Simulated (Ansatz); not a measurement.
# Two structures of Ru: comparison of enthalpies under pressure from a Python script

The task here is to estimate one member of a computed series from the others.

All numbers are computed with Ansatz 0.2.0, driven from Python. Level of theory: DFT PBE+D3(BJ) with three-body term, plane waves, PAW.

## The structure

Ru Pm-3m: Symmetry: Pm-3m, No. 221, cubic system. The conventional cell has a = 2.460 Å, b = 2.460 Å, c = 2.460 Å, α = 90.00°, β = 90.00°, γ = 90.00°. Around Ru (site symmetry m-3m) lie 6 Ru at 2.46 Å.

Ru P6_3/mmc: Symmetry: P6_3/mmc, No. 194, hexagonal system. Conventional cell: a = 2.680 Å, b = 2.680 Å, c = 4.376 Å, α = 90.00°, β = 90.00°, γ = 120.00°. Ru (site symmetry -6m2) has 12 Ru at 2.68 Å as nearest neighbours.

No structure file is read: the coordinates are typed or built in the script.

Set-up of the first run:

File transition_ru.py:

```python
"""Pressure at which two phases of Ru cross."""

import warnings

import ansatz as az
import numpy as np
import pandas as pd


def sc(a_site, a):
    return (
        az.Lattice.cubic(a)
        .space_group(221)
        .atom(a_site, (0, 0, 0))
    )


def hcp(first, a):
    return (
        az.Lattice.from_parameters(a, a, 1.633 * a, alpha=90, beta=90, gamma=120)
        .space_group(194)
        .atom(first, (1 / 3, 2 / 3, 0.25))
    )


def solve(name, crystal, pressure=0.0):
    calc = (
        crystal.calculation()
        .functional("pbe", dispersion="d3bjatm")
        .basis(520)
        .kpoints(spacing=0.3)
        .occupations("fermi_dirac", width=0.05)
    )
    calc = calc.relax(force_tolerance=0.02, cell=True, pressure=pressure)
    return calc.run()


def volume_per_atom(outcome):
    return abs(np.linalg.det(outcome.lattice.cell_ang)) / len(outcome.lattice.sites)


def main() -> None:
    warnings.simplefilter("ignore", az.DeckWarning)

    phases = {}
    phases["sc"] = sc("Ru", 2.46)
    phases["hcp"] = hcp("Ru", 2.68)

    # H = E + PV, with 1 eV per cubic angstrom equal to 160.2 GPa
    pressures = [0, 10, 20, 30]
    enthalpy, volume = {name: [] for name in phases}, {name: [] for name in phases}
    for p in pressures:
        for name, crystal in phases.items():
            o = solve(name, crystal, pressure=p)
            volume[name].append(volume_per_atom(o))
            enthalpy[name].append(o.report["energy_sigma0_ev"] / len(o.lattice.sites) + p * volume[name][-1] / 160.21766)
    gap = np.array(enthalpy["hcp"]) - np.array(enthalpy["sc"])
    rows = [(p, va, vb, 1000 * d) for p, va, vb, d in zip(pressures, volume["sc"], volume["hcp"], gap)]
    print(pd.DataFrame(rows, columns=["P (GPa)", "V sc (A^3/atom)", "V hcp (A^3/atom)", "H(hcp) - H(sc) (meV/atom)"]).round(4).to_string(index=False))
    crossings = [p0 - g0 * (p1 - p0) / (g1 - g0) for p0, p1, g0, g1 in zip(pressures, pressures[1:], gap, gap[1:]) if g0 * g1 < 0]
    print("crossing near", [round(float(p), 1) for p in crossings], "GPa") if crossings else print("no crossing in this range")


if __name__ == "__main__":
    main()
```

Started as:

```
> python transition_ru.py
```

Among the steps run: Running it.

One table of the session follows, with a row left open; its other results are not shown here.

Enthalpy H = E + pV of the second structure less the first:

```
pressure (GPa)  ΔH (meV/atom)
             0        -1194.4
            10        -1310.1
            20              ?
            30        -1509.6
```

Estimate the missing values for pressure (GPa) = 20.

Worked estimate for «ΔH (meV/atom)». A straight line through the neighbours (10, -1310.1) and (30, -1509.6) gives -1310.1 + (-1509.6 + 1310.1) × (20 − 10) / (30 − 10) = -1409.8; a parabola fitted to 3 rows on both sides gives -1415.2.

As computed: ΔH (meV/atom): -1414.3. In «ΔH (meV/atom)» the line misses by +4.5 and the parabola by -0.9.

Limits of these values: Reading the output:
- At a fixed pressure a relaxation lowers the enthalpy F + PV, while F alone can rise.
- For the metals among these cells the mesh is coarse, so their volumes and pressures are rough.
- Only these two structures are compared, at zero temperature and with their symmetry kept; either may be hypothetical, and another phase may be lower than both.
